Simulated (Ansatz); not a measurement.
Straining Si₂Ni

Theory: Ansatz, DFT PBEsol, scalar-relativistic, plane waves, PAW. Run with 420 eV cutoff, 10×10×8 k-mesh, Gaussian smearing of 0.10 eV, no spin polarisation.

Reference structure (relaxed):

```yaml
crystal:
  lattice:
    - [2.69569, 2.69569, 0.00000]
    - [-2.69569, 2.69569, 0.00000]
    - [0.00000, 0.00000, 5.39139]
  atoms:
    - { symbol: Si, position: [0.00000, 0.50000, 0.75000] }
    - { symbol: Si, position: [0.50000, 0.00000, 0.75000] }
    - { symbol: Si, position: [0.50000, 0.00000, 0.25000] }
    - { symbol: Si, position: [0.00000, 0.50000, 0.25000] }
    - { symbol: Ni, position: [0.00000, 0.00000, 0.00000] }
    - { symbol: Ni, position: [0.50000, 0.50000, 0.50000] }
```

Deformation: biaxial strain in the a-b plane, with the length and tilt of c and the atoms relaxed, all within the symmetry that the strain leaves. Energies are extrapolated to zero smearing. On this cell's mesh the reference holds a stress of up to 0.51 GPa.

```tsv
strain (%)	ΔE (meV/atom)	a (Å)	b (Å)	c (Å)
-6.0	54.0	3.584	3.584	5.839
-4.0	21.7	3.660	3.660	5.684
-2.0	4.8	3.736	3.736	5.534
+0.0	0.0	3.812	3.812	5.391
+2.0	3.7	3.889	3.889	5.237
+4.0	18.3	3.965	3.965	5.114
+6.0	43.4	4.041	4.041	5.014
```

(1) Does one stiffness describe the whole range?

(2) How does the free axis c answer a small strain?

Answers

(1) No: the innermost pair of points gives (1/V) d²E/dε² = 261 GPa and a cubic fit over all points 337 GPa, so terms beyond the third order count over this range.

(2) Between the innermost points its strain is -1.38 times the applied one.